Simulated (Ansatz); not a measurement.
Born–Oppenheimer molecular dynamics of a periodic cell of 36 atoms, VSi2 (start crystal VSi2, start structure P6_222, volume 1.05 times the crystal's). It starts from an unrelaxed structure (largest force component 0.24 eV/Å).

Computed with DFT LDA, scalar-relativistic, plane waves, PAW in Ansatz. Settings: cutoff 420 eV, k mesh 2x2x1, fermi-dirac smearing 0.17 eV, no spin polarisation.

```
ensemble             : NVT, Langevin thermostat
time step            : 3 fs
steps asked          : 470
set temperature      : 300 K
friction             : 0.02 /fs
temperature schedule : 470 steps to 2000 K
seed                 : 173212
```

Frames 15 fs apart, positions in Å, forces in eV/Å.

Velocities at 1140.0 fs (Å/ps):

```
V -4.41 1.59 -1.15
V 2.09 6.48 0.26
V 6.52 -1.27 3.71
Si 6.67 -4.78 8.40
Si 0.32 6.17 -6.00
Si 10.09 -7.14 -0.43
Si -14.20 2.31 2.85
Si 7.72 3.73 1.43
Si 3.44 -1.93 -15.33
V -0.85 -0.15 -2.24
V 5.64 8.62 0.92
V -2.06 6.41 -5.55
Si 5.12 -4.66 9.92
Si -2.50 5.74 9.72
Si -12.02 4.19 -5.00
Si -23.96 -8.59 4.15
Si 6.57 -2.64 -2.53
Si -2.01 2.32 -1.05
V 0.86 -4.00 0.34
V 2.54 4.42 -3.44
V 3.44 -2.26 0.98
Si 3.56 -5.82 4.48
Si 0.81 -12.27 -3.07
Si -5.39 -8.07 -0.15
Si -4.59 -6.23 -2.51
Si -3.17 2.62 -0.81
Si 4.59 -5.85 -4.40
V -7.09 4.02 6.20
V -0.54 -2.14 5.45
V 0.17 2.21 -7.73
Si -11.46 4.17 -0.26
Si -3.93 0.87 -0.95
Si 3.19 1.97 -4.47
Si -5.87 8.84 -0.31
Si -2.63 -3.67 4.09
Si -6.13 -6.01 3.36
```

```xyz
36
Lattice="-2.3046 3.9916 6.4225 4.6092 0.0000 6.4225 4.6092 7.9833 0.0000" Properties=species:S:1:pos:R:3:forces:R:3 time_fs=1140.0 energy_less_start_eV=6.624 T=1281
V 3.321 1.678 7.847 0.49 0.20 -1.86
V 1.054 1.807 5.681 -0.23 -1.56 -1.24
V 2.326 -0.422 3.479 -2.09 2.26 -0.10
Si 2.216 2.313 3.304 1.44 -0.69 2.45
Si -1.297 2.908 5.464 0.35 1.18 0.51
Si 1.126 3.050 1.585 -0.44 0.46 -4.40
Si 4.493 9.130 3.437 0.00 -0.92 1.29
Si 3.160 0.184 5.657 1.14 1.44 -1.11
Si 0.946 0.368 1.347 0.57 -0.03 -0.97
V 5.798 5.629 7.618 -2.17 1.25 1.05
V 3.321 5.764 5.494 0.05 -0.98 -0.06
V 4.548 3.694 3.434 -1.12 -0.09 -0.89
Si 4.582 6.424 3.336 -1.29 0.83 1.38
Si 0.927 7.201 5.531 -0.48 -1.22 -0.46
Si 3.337 7.167 1.240 -0.02 -1.43 1.04
Si 2.209 5.088 3.285 -0.60 -0.07 2.16
Si 5.455 4.315 5.633 1.20 -0.01 -0.39
Si 3.397 4.556 1.350 0.78 -1.18 -1.09
V 0.978 5.631 7.457 0.11 0.96 2.61
V 3.318 5.793 12.020 0.23 -0.91 0.06
V -0.066 3.678 3.438 -0.30 0.44 1.40
Si 4.245 6.312 9.793 2.78 0.36 1.20
Si 3.307 2.918 5.502 0.44 0.00 0.19
Si 3.302 6.551 7.721 -0.42 1.99 -0.20
Si 2.157 4.973 9.648 -0.47 -0.16 1.55
Si 1.292 4.194 5.653 -0.99 1.28 -1.98
Si 3.446 4.120 7.801 -0.25 0.29 -1.53
V 3.348 9.811 7.706 -0.42 0.07 -0.65
V 5.819 9.601 11.893 -1.96 0.83 1.45
V 2.206 7.720 3.415 0.31 -0.26 0.09
Si 2.114 2.226 9.858 0.58 0.88 -0.51
Si 5.392 7.252 5.737 0.65 -0.92 -1.03
Si 0.960 3.194 7.748 0.27 -0.63 -0.22
Si 4.272 9.196 9.768 1.38 -2.21 1.68
Si 3.221 8.261 5.913 0.45 0.02 -1.62
Si 5.620 8.640 7.810 0.07 -1.46 0.22
36
Lattice="-2.3046 3.9916 6.4225 4.6092 0.0000 6.4225 4.6092 7.9833 0.0000" Properties=species:S:1:pos:R:3:forces:R:3 time_fs=1155.0 energy_less_start_eV=6.288 T=1117
V 3.239 1.715 7.777 0.84 -0.84 -1.41
V 1.041 1.850 5.701 -0.39 -2.04 -1.57
V 2.328 -0.395 3.526 -2.21 1.65 -0.76
Si 2.293 2.203 3.448 -0.91 0.35 -0.51
Si -1.337 2.957 5.397 0.37 0.66 0.98
Si 1.190 3.027 1.483 0.04 -0.28 -1.43
Si 4.315 9.105 3.431 1.27 -0.43 0.68
Si 3.230 0.281 5.679 0.90 0.71 -1.10
Si 1.024 0.322 1.204 -0.29 0.72 0.14
V 5.739 5.660 7.617 -2.36 0.94 0.77
V 3.383 5.892 5.497 -0.78 -2.78 -0.06
V 4.525 3.763 3.339 -0.50 -1.07 0.58
Si 4.628 6.426 3.512 -1.78 1.10 -0.27
Si 0.928 7.251 5.648 -0.14 -1.81 -1.07
Si 3.227 7.124 1.221 1.01 -1.06 0.81
Si 1.902 4.982 3.387 2.50 0.88 0.62
Si 5.577 4.335 5.609 0.21 0.19 -0.61
Si 3.289 4.559 1.322 0.99 -0.63 0.39
V 1.005 5.595 7.564 -0.63 1.37 1.17
V 3.323 5.822 11.938 -0.16 -1.23 0.68
V -0.039 3.687 3.462 -1.15 -0.45 0.30
Si 4.385 6.274 9.871 0.79 1.12 -0.43
Si 3.305 2.868 5.450 0.85 0.85 0.54
Si 3.210 6.498 7.729 0.47 1.75 0.91
Si 2.110 4.915 9.646 1.03 -0.12 1.20
Si 1.291 4.243 5.637 -0.83 1.24 -1.33
Si 3.538 4.020 7.695 -0.45 1.82 -0.52
V 3.281 9.892 7.788 0.11 -1.17 -1.76
V 5.781 9.618 11.928 -1.54 1.06 0.78
V 2.226 7.751 3.286 -0.73 -0.80 2.15
Si 2.004 2.236 9.808 0.79 0.62 -0.20
Si 5.405 7.308 5.722 0.92 -0.90 -1.00
Si 1.016 3.175 7.673 -0.15 -0.61 1.10
Si 4.258 9.147 9.796 1.80 -1.57 1.08
Si 3.213 8.244 5.860 0.30 1.26 -0.81
Si 5.563 8.547 7.799 -0.20 -0.48 -0.03
36
Lattice="-2.3046 3.9916 6.4225 4.6092 0.0000 6.4225 4.6092 7.9833 0.0000" Properties=species:S:1:pos:R:3:forces:R:3 time_fs=1170.0 energy_less_start_eV=5.950 T=1481
V 3.192 1.706 7.670 0.88 -0.19 -0.09
V 0.988 1.829 5.623 -0.20 -0.52 -0.17
V 2.219 -0.310 3.517 -0.66 -0.14 -0.96
Si 2.187 2.066 3.550 -0.47 2.06 -1.65
Si -1.320 3.018 5.392 -0.01 0.47 0.92
Si 1.174 2.998 1.262 0.07 -0.26 0.91
Si 4.180 9.042 3.405 2.06 0.49 0.49
Si 3.200 0.375 5.646 1.50 -0.04 -0.40
Si 1.016 0.410 1.201 -0.31 0.02 0.17
V 5.665 5.757 7.685 -1.45 -0.38 -0.87
V 3.428 5.911 5.563 -1.00 -2.59 0.31
V 4.452 3.779 3.285 0.23 -0.75 1.84
Si 4.633 6.509 3.610 -1.36 -0.02 -1.43
Si 0.852 7.196 5.721 0.99 -1.25 -1.28
Si 3.181 7.007 1.304 1.68 0.22 -0.72
Si 1.848 5.005 3.432 4.43 1.16 -0.89
Si 5.628 4.313 5.562 -0.35 1.09 -0.35
Si 3.188 4.478 1.333 1.13 -0.13 0.52
V 1.063 5.665 7.730 -1.62 0.47 -0.74
V 3.307 5.811 11.899 -0.05 -1.00 0.19
V -0.014 3.797 3.433 -2.27 -2.04 0.20
Si 4.554 6.345 9.794 -0.88 1.24 0.84
Si 3.357 2.998 5.458 0.33 -0.17 -0.21
Si 3.188 6.613 7.857 0.96 1.32 -0.70
Si 2.153 4.911 9.749 0.88 0.05 0.85
Si 1.423 4.333 5.532 -2.11 0.31 1.51
Si 3.595 4.050 7.614 -1.01 2.12 0.42
V 3.244 9.937 7.813 0.57 -1.60 -1.25
V 5.658 9.653 11.962 -0.55 0.70 0.35
V 2.201 7.755 3.247 -1.83 -0.62 2.76
Si 1.954 2.254 9.785 0.68 0.55 0.26
Si 5.595 7.316 5.627 -0.64 -1.41 0.04
Si 1.024 3.179 7.750 -0.16 -0.18 -0.60
Si 4.334 8.995 9.831 0.58 -0.09 0.03
Si 3.225 8.289 5.803 0.35 0.95 -0.48
Si 5.546 8.464 7.711 -0.36 0.18 0.17
36
Lattice="-2.3046 3.9916 6.4225 4.6092 0.0000 6.4225 4.6092 7.9833 0.0000" Properties=species:S:1:pos:R:3:forces:R:3 time_fs=1185.0 energy_less_start_eV=5.950 T=1556
V 3.165 1.694 7.512 0.82 0.62 2.52
V 0.972 1.747 5.594 -0.49 0.72 0.12
V 2.098 -0.278 3.492 1.22 0.39 -1.42
Si 1.997 2.086 3.496 0.63 2.31 -1.24
Si -1.306 3.018 5.310 0.03 0.59 1.72
Si 1.101 2.926 1.028 0.23 0.72 2.27
Si 4.167 8.996 3.378 0.94 1.43 0.09
Si 3.135 0.442 5.591 1.98 -0.53 -0.60
Si 1.001 0.437 1.264 -0.44 -0.26 -0.52
V 5.516 5.866 7.669 1.15 -1.80 -1.08
V 3.400 5.816 5.638 -0.50 -0.21 -0.52
V 4.390 3.697 3.290 0.30 -0.04 2.46
Si 4.599 6.689 3.534 -1.96 -2.05 -0.84
Si 0.842 7.120 5.703 0.83 -0.34 -1.10
Si 3.200 6.992 1.349 1.07 0.35 -0.87
Si 2.039 5.123 3.347 1.93 0.20 0.15
Si 5.523 4.457 5.464 0.01 -0.07 0.84
Si 3.227 4.343 1.335 0.18 0.70 -0.18
V 1.071 5.746 7.834 -1.28 -0.31 -1.23
V 3.320 5.824 11.864 -0.34 -1.45 -0.20
V 0.020 3.870 3.432 -1.51 -1.54 -0.14
Si 4.593 6.448 9.751 -0.71 -0.55 1.86
Si 3.348 3.033 5.492 -0.25 -0.07 -0.73
Si 3.240 6.823 7.904 0.27 0.82 -2.16
Si 2.276 4.961 9.851 -0.45 0.20 -0.18
Si 1.429 4.451 5.533 -2.41 -0.48 0.65
Si 3.622 4.188 7.629 -1.59 0.87 0.50
V 3.296 9.919 7.788 -0.18 -1.48 -0.74
V 5.495 9.680 12.033 0.95 0.29 -0.41
V 2.097 7.715 3.312 -0.39 0.63 1.63
Si 1.882 2.381 9.872 0.73 -0.71 -0.63
Si 5.746 7.166 5.501 -2.00 -0.96 1.81
Si 0.940 3.157 7.757 0.44 -0.05 -0.77
Si 4.318 8.812 9.893 0.73 1.69 -1.21
Si 3.258 8.393 5.749 0.10 -0.27 -0.33
Si 5.476 8.358 7.619 -0.06 0.62 0.50
36
Lattice="-2.3046 3.9916 6.4225 4.6092 0.0000 6.4225 4.6092 7.9833 0.0000" Properties=species:S:1:pos:R:3:forces:R:3 time_fs=1200.0 energy_less_start_eV=6.779 T=1467
V 3.143 1.639 7.551 0.73 0.72 1.87
V 0.990 1.639 5.611 -0.55 1.81 -0.95
V 2.089 -0.212 3.483 -0.04 0.08 -1.44
Si 1.927 2.305 3.385 1.29 0.82 0.23
Si -1.296 3.122 5.288 0.20 0.20 2.04
Si 1.022 2.887 0.954 -0.05 2.05 2.45
Si 4.352 8.985 3.314 -0.79 2.04 0.59
Si 3.121 0.469 5.480 1.83 -0.76 0.71
Si 0.975 0.483 1.257 -0.09 -0.92 -0.77
V 5.448 5.937 7.699 2.12 -2.72 -0.40
V 3.342 5.671 5.599 -0.74 1.63 -0.66
V 4.342 3.600 3.344 0.58 0.44 1.19
Si 4.475 6.749 3.490 -0.60 -2.46 -0.05
Si 0.966 6.986 5.694 0.07 0.47 -1.05
Si 3.304 6.987 1.274 -0.24 0.78 -0.12
Si 2.300 5.136 3.255 -1.09 -0.02 1.34
Si 5.424 4.580 5.334 0.23 -1.72 2.39
Si 3.267 4.246 1.298 -0.18 0.97 -0.74
V 1.012 5.752 7.856 -0.13 -0.64 -1.37
V 3.315 5.820 11.847 -0.35 -1.84 -0.24
V 0.032 3.854 3.390 -1.66 -0.43 -0.39
Si 4.600 6.505 9.833 -1.66 -1.75 0.72
Si 3.298 2.962 5.552 -0.33 1.03 -0.63
Si 3.267 7.065 7.749 -0.20 -0.17 -0.29
Si 2.272 4.997 9.888 -0.62 0.15 -0.98
Si 1.248 4.431 5.633 -1.05 -0.45 -0.85
Si 3.515 4.413 7.637 -1.16 -0.79 0.89
V 3.413 9.894 7.734 -2.46 -1.11 0.00
V 5.420 9.698 12.055 2.06 -0.66 -0.80
V 1.913 7.712 3.451 3.34 1.36 -0.26
Si 1.869 2.492 9.960 0.61 -1.32 -1.61
Si 5.769 6.979 5.528 -2.07 1.13 0.66
Si 0.851 3.096 7.642 1.32 0.25 0.66
Si 4.248 8.837 9.877 1.38 1.72 -1.74
Si 3.369 8.515 5.733 -0.74 -0.89 -1.15
Si 5.389 8.299 7.608 1.06 1.02 0.75
36
Lattice="-2.3046 3.9916 6.4225 4.6092 0.0000 6.4225 4.6092 7.9833 0.0000" Properties=species:S:1:pos:R:3:forces:R:3 time_fs=1215.0 energy_less_start_eV=6.817 T=1502
V 3.128 1.666 7.633 0.91 0.30 1.36
V 0.983 1.589 5.567 0.28 1.92 -0.47
V 2.101 -0.223 3.470 -0.55 0.25 -0.39
Si 1.949 2.541 3.387 1.57 -0.48 0.57
Si -1.279 3.238 5.419 -0.52 -0.58 0.71
Si 1.023 2.928 1.018 -0.62 1.91 1.69
Si 4.510 9.065 3.372 -1.48 0.84 0.46
Si 3.199 0.474 5.509 0.60 -0.90 0.73
Si 0.963 0.482 1.339 0.06 -0.71 -1.09
V 5.466 5.871 7.729 1.26 -1.63 0.62
V 3.257 5.631 5.529 -0.28 1.82 0.22
V 4.416 3.531 3.463 -0.71 1.82 0.02
Si 4.391 6.649 3.388 0.40 -0.66 1.03
Si 1.000 6.848 5.638 -0.07 1.11 0.24
Si 3.424 7.019 1.217 -1.31 0.81 -0.22
Si 2.367 5.186 3.294 -1.81 -0.39 0.66
Si 5.406 4.638 5.373 1.04 -2.23 1.14
Si 3.236 4.160 1.353 -0.53 1.17 -1.06
V 0.932 5.667 7.939 0.39 0.01 -2.37
V 3.304 5.819 11.878 -0.87 -1.75 0.60
V -0.016 3.839 3.346 -2.14 -0.05 -0.02
Si 4.524 6.493 9.963 -1.30 -0.60 -1.13
Si 3.144 2.996 5.599 0.74 0.81 -0.19
Si 3.174 7.312 7.673 0.79 -1.99 0.28
Si 2.177 5.075 9.957 -0.27 -0.73 -1.36
Si 1.072 4.296 5.602 -0.01 0.87 -0.92
Si 3.389 4.584 7.672 -0.79 -1.28 0.99
V 3.351 9.816 7.681 -2.04 -0.03 0.04
V 5.426 9.704 12.049 1.53 -0.54 -0.67
V 1.794 7.802 3.522 4.49 0.55 -0.65
Si 1.879 2.529 9.955 1.42 -0.91 -1.14
Si 5.662 6.938 5.660 -1.01 2.26 -0.78
Si 0.805 3.016 7.535 1.28 0.37 1.88
Si 4.317 9.107 9.753 0.04 -0.19 1.05
Si 3.491 8.560 5.639 -1.96 -1.26 -1.31
Si 5.381 8.338 7.764 1.49 0.11 -0.51
```

Of the whole run (1410 fs, mean temperature of the second half 1412 K): The schedule's set-point averaged 1575 K over the second half and the system 1412 K. A run of 1.4 ps of so small a system gives no equilibrium averages. Limits of this set-up: coarse k mesh, magnetic elements without spin.

Time of the run: 45 min on 2 threads of Intel(R) Xeon(R) Platinum 8488C (Sapphire Rapids) (shared host), peak memory 1.5 GiB.
